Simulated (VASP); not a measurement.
**Si: band structure with PBEsol**

Crystal: Si.

```
Si
1.0
     4.12095    0.00000    0.00000
    -2.06047    3.56885    0.00000
     0.00000    0.00000    2.65479
Si
2
Direct
  0.33333 0.66667 0.50000
  0.66667 0.33333 0.50000
```

The cell was built by a generator and needn't be a form met in nature.

```json
{
  "Program": "VASP 6.6.1",
  "Task": "band structure",
  "Functional": "PBEsol",
  "Potentials or basis": "VASP PAW PBE potentials, release 64 (Si)",
  "Cutoff": "520 eV",
  "k mesh": "8 × 8 × 10",
  "Occupations": "fermi-dirac, width 0.05 eV",
  "Spin": "no spin polarisation",
  "Further INCAR settings": "ALGO = Normal; EDIFF = 1e-06; NBANDS = 11"
}
```

The band gap along the path is none (metal or under the smearing width).

Levels at the corners of the path, in eV from the Fermi level:
```
point  band 1  band 2  band 3  band 4  band 5  band 6  band 7  band 8  band 9
    Γ  -12.29   -2.83   -2.83   -2.71    1.25    1.25    5.46    6.39    8.73
    M  -10.45   -8.77   -4.02   -1.33    6.20    7.03    7.15    7.83    8.16
    M  -10.45   -8.77   -4.02   -1.33    6.20    7.03    7.15    7.83    8.16
    K   -9.54   -9.54   -5.52    3.02    3.02    3.96    8.59    8.59   10.18
    K   -9.54   -9.54   -5.52    3.02    3.02    3.96    8.59    8.59   10.18
    Γ  -12.29   -2.83   -2.83   -2.71    1.25    1.25    5.46    6.39    8.73
    Γ  -12.29   -2.83   -2.83   -2.71    1.25    1.25    5.46    6.39    8.73
    A   -8.37   -5.89   -0.12   -0.12    1.24    3.19    4.32    4.32    5.31
    A   -8.37   -5.89   -0.12   -0.12    1.24    3.19    4.32    4.32    5.31
    L   -6.52   -4.95   -4.24   -2.59   -1.15    2.89    3.88    4.98    9.93
    L   -6.52   -4.95   -4.24   -2.59   -1.15    2.89    3.88    4.98    9.93
    H   -5.62   -5.62   -3.40   -3.40   -2.38    2.05    7.04    7.06    7.06
    H   -5.62   -5.62   -3.40   -3.40   -2.38    2.05    7.04    7.06    7.06
    A   -8.37   -5.89   -0.12   -0.12    1.24    3.19    4.32    4.32    5.31
    L   -6.52   -4.95   -4.24   -2.59   -1.15    2.89    3.88    4.98    9.93
    M  -10.45   -8.77   -4.02   -1.33    6.20    7.03    7.15    7.83    8.16
    K   -9.54   -9.54   -5.52    3.02    3.02    3.96    8.59    8.59   10.18
    H   -5.62   -5.62   -3.40   -3.40   -2.38    2.05    7.04    7.06    7.06
```

It took 39 s on 1 thread of Intel(R) Xeon(R) Platinum 8488C (Sapphire Rapids), with other jobs on the host, peak memory 0.17 GiB.

Caveat: the log is that of the step along the path at fixed density, whose energy, stress, charges and moments have no meaning.
